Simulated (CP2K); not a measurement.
Wanted: the native input for a CP2K 2026.2 run.

```
Task                                   : band structure
Functional                             : LDA
Potentials or basis                    : GTH_POTENTIALS N GTH-PADE-q5, B GTH-PADE-q3; TZVP-MOLOPT-PBE-GTH basis
Density cutoff                         : 6123 eV
k mesh                                 : 12 × 12 × 4
Occupations                            : fermi-dirac, width 0.05 eV
Spin                                   : no spin polarisation
SCF solver                             : diagonalisation with k points
Quickstep method                       : GPW
EPS_DEFAULT                            : 1.0E-9
EPS_SCF                                : 1.0E-6
MAX_SCF                                : 100
SCF_GUESS                              : ATOMIC
k points reduced by the point group    : yes
Mesh centred on Gamma                  : yes
CHOLESKY                               : OFF
EPS_EIGVAL                             : 1.0E-7
MIXING METHOD                          : BROYDEN_MIXING
MIXING ALPHA                           : 0.4
NBUFFER                                : 8
NGRIDS                                 : 5
Basis sets                             : N TZVP-MOLOPT-PBE-GTH-q5, B TZVP-MOLOPT-PBE-GTH-q3
Potentials                             : N GTH-PADE-q5 of GTH_POTENTIALS, B GTH-PADE-q3 of GTH_POTENTIALS
ADDED_MOS                              : [14]
Points a segment of the path (NPOINTS) : 10
Bands added on the path                : 2
MPI ranks                              : 4
REL_CUTOFF (Ry)                        : 60 Ry
MIXING BETA (1/bohr)                   : 1.5 1/bohr
CUTOFF of the grids                    : 450 Ry
```

BN:

```
N B
1.0
     2.49824    0.00000    0.00000
    -1.24912    2.16354    0.00000
     0.00000    0.00000    6.63570
N B
2 2
Direct
  0.66667 0.33333 0.25000
  0.33333 0.66667 0.75000
  0.66667 0.33333 0.75000
  0.33333 0.66667 0.25000
```

The input as run:

bn_bands.inp

```
&GLOBAL
  PROJECT bn_bands
  RUN_TYPE ENERGY_FORCE
  PRINT_LEVEL LOW
&END GLOBAL
&FORCE_EVAL
  METHOD QS
  STRESS_TENSOR ANALYTICAL
  &DFT
    BASIS_SET_FILE_NAME BASIS_MOLOPT_UZH
    POTENTIAL_FILE_NAME GTH_POTENTIALS
    &MGRID
      CUTOFF 450
      REL_CUTOFF 60
      NGRIDS 5
    &END MGRID
    &QS
      METHOD GPW
      EPS_DEFAULT 1.0E-9
    &END QS
    &KPOINTS
      SCHEME MONKHORST-PACK 12 12 4
      GAMMA_CENTERED T
      SYMMETRY T
      SYMMETRY_BACKEND SPGLIB
    &END KPOINTS
    &SCF
      SCF_GUESS ATOMIC
      EPS_SCF 1.0E-6
      MAX_SCF 100
      ADDED_MOS 14
      CHOLESKY OFF
      EPS_EIGVAL 1.0E-7
      &DIAGONALIZATION ON
        ALGORITHM STANDARD
      &END DIAGONALIZATION
      &MIXING ON
        METHOD BROYDEN_MIXING
        ALPHA 0.4
        BETA 1.5
        NBUFFER 8
      &END MIXING
      &SMEAR ON
        METHOD FERMI_DIRAC
        ELECTRONIC_TEMPERATURE [K] 580.226
      &END SMEAR
    &END SCF
    &XC
      &XC_FUNCTIONAL
        &LDA_X
        &END LDA_X
        &LDA_C_PW
        &END LDA_C_PW
      &END XC_FUNCTIONAL
    &END XC
    &PRINT
      &KPOINTS ON
      &END KPOINTS
      &MULLIKEN ON
      &END MULLIKEN
      &MO ON
        ENERGIES T
        OCCUPATION_NUMBERS T
        &EACH
          QS_SCF 0
        &END EACH
        ADD_LAST NUMERIC
      &END MO
      &BAND_STRUCTURE
        FILE_NAME bands.bs
        ADDED_MOS 2
        &KPOINT_SET
          UNITS B_VECTOR
          NPOINTS 10
          SPECIAL_POINT GAMMA 0.00000000 0.00000000 0.00000000
          SPECIAL_POINT M 0.50000000 0.00000000 0.00000000
          SPECIAL_POINT K 0.33333333 0.33333333 0.00000000
          SPECIAL_POINT GAMMA 0.00000000 0.00000000 0.00000000
          SPECIAL_POINT A 0.00000000 0.00000000 0.50000000
          SPECIAL_POINT L 0.50000000 0.00000000 0.50000000
          SPECIAL_POINT H 0.33333333 0.33333333 0.50000000
          SPECIAL_POINT A 0.00000000 0.00000000 0.50000000
        &END KPOINT_SET
        &KPOINT_SET
          UNITS B_VECTOR
          NPOINTS 10
          SPECIAL_POINT L 0.50000000 0.00000000 0.50000000
          SPECIAL_POINT M 0.50000000 0.00000000 0.00000000
        &END KPOINT_SET
        &KPOINT_SET
          UNITS B_VECTOR
          NPOINTS 10
          SPECIAL_POINT K 0.33333333 0.33333333 0.00000000
          SPECIAL_POINT H 0.33333333 0.33333333 0.50000000
        &END KPOINT_SET
      &END BAND_STRUCTURE
    &END PRINT
  &END DFT
  &SUBSYS
    &CELL
      ABC 2.4982400000 2.4982400000 6.6357000000
      ALPHA_BETA_GAMMA 90.0000000000 90.0000000000 119.9999999994
      PERIODIC XYZ
    &END CELL
    &COORD
      SCALED
      N   0.6666666667 0.3333333333 0.2500000000
      N   0.3333333333 0.6666666667 0.7500000000
      B   0.6666666667 0.3333333333 0.7500000000
      B   0.3333333333 0.6666666667 0.2500000000
    &END COORD
    &KIND N
      BASIS_SET TZVP-MOLOPT-PBE-GTH-q5
      POTENTIAL GTH-PADE-q5
    &END KIND
    &KIND B
      BASIS_SET TZVP-MOLOPT-PBE-GTH-q3
      POTENTIAL GTH-PADE-q3
    &END KIND
    &PRINT
      &ATOMIC_COORDINATES ON
      &END ATOMIC_COORDINATES
      &CELL ON
      &END CELL
      &SYMMETRY ON
      &END SYMMETRY
    &END PRINT
  &END SUBSYS
  &PRINT
    &FORCES ON
    &END FORCES
    &STRESS_TENSOR ON
    &END STRESS_TENSOR
  &END PRINT
&END FORCE_EVAL
```

Potentials or basis: GTH_POTENTIALS N GTH-PADE-q5, B GTH-PADE-q3; TZVP-MOLOPT-PBE-GTH basis.

Launch:

```console
$ OMP_NUM_THREADS=1 mpirun -n 4 cp2k.psmp -i bn_bands.inp -o bn_bands.out
```

It gave:

* Pressure: -3.1 GPa
* Band gap on the k mesh: 4.10 eV, indirect (least direct gap 4.51 eV)
* Band gap along the path: 4.05 eV, indirect (least direct gap 4.51 eV)
* Mulliken charges: N -0.63; B +0.63 e

Caveat: Mulliken charges move with the basis; the basis of atomic orbitals isn't converged, which shifts pressures, moduli and gaps.

Wall time 31 s on 4 MPI ranks on AMD EPYC 7R43 64-Core Processor (Zen 3), with other jobs on the host.
